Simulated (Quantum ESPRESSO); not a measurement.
Input of a Quantum ESPRESSO 7.5 run:

File pw.in:

```
&CONTROL
  calculation = 'scf'
  prefix = 'pwscf'
  outdir = './tmp'
  pseudo_dir = './pseudo'
  tprnfor = .true.
  tstress = .true.
  disk_io = 'nowf'
/
&SYSTEM
  ibrav = 0
  nat = 4
  ntyp = 1
  ecutwfc = 55
  ecutrho = 440
  nbnd = 14
  occupations = 'smearing'
  smearing = 'fd'
  degauss = 0.00367493
/
&ELECTRONS
  conv_thr = 8d-10
  electron_maxstep = 120
  mixing_beta = 0.5
/
ATOMIC_SPECIES
C     12.0110 C.pbe-n-kjpaw_psl.1.0.0.UPF
CELL_PARAMETERS angstrom
  -2.4560000000    0.0000000000    0.0000000000
   0.0000000000    2.1270000000    3.3480000000
   0.0000000000    2.1270000000   -3.3480000000
ATOMIC_POSITIONS crystal
C      0.4824383800    0.6658213100    0.6662019500
C      0.0077362700    0.1724200700    0.1828350300
C      0.4728288000    0.3445730600    0.3400964700
C      0.0369965400    0.8171855700    0.8108665500
K_POINTS automatic
11 7 7 0 0 0
```

Potentials or basis: SSSP 1.3 efficiency PBE.

Command:

```bash
$ OMP_NUM_THREADS=1 pw.x -in pw.in > pw.out
```

**Question.** Predict the largest force.

**Answer.** 11.563 eV/Å.

**Question.** Predict the pressure.

**Answer.** 15.5 GPa.

**Question.** Predict the band gap on the k mesh.

**Answer.** 0.39 eV.

Forces in eV/Å, atoms in the order of the input:
```
C   -7.839 -1.827  0.285
C    3.185 -3.582  0.805
C   -4.012 -2.228 -0.557
C    8.666  7.636 -0.534
```

Caveat: so large a pressure means that the cell lies far from this level's equilibrium, or that cutoff or potentials fall short; an odd mesh through Γ misses points on the zone boundary, where band edges often lie; forces of over 1 eV/Å show positions far from the minimum, so gaps and moduli don't describe the material at rest.
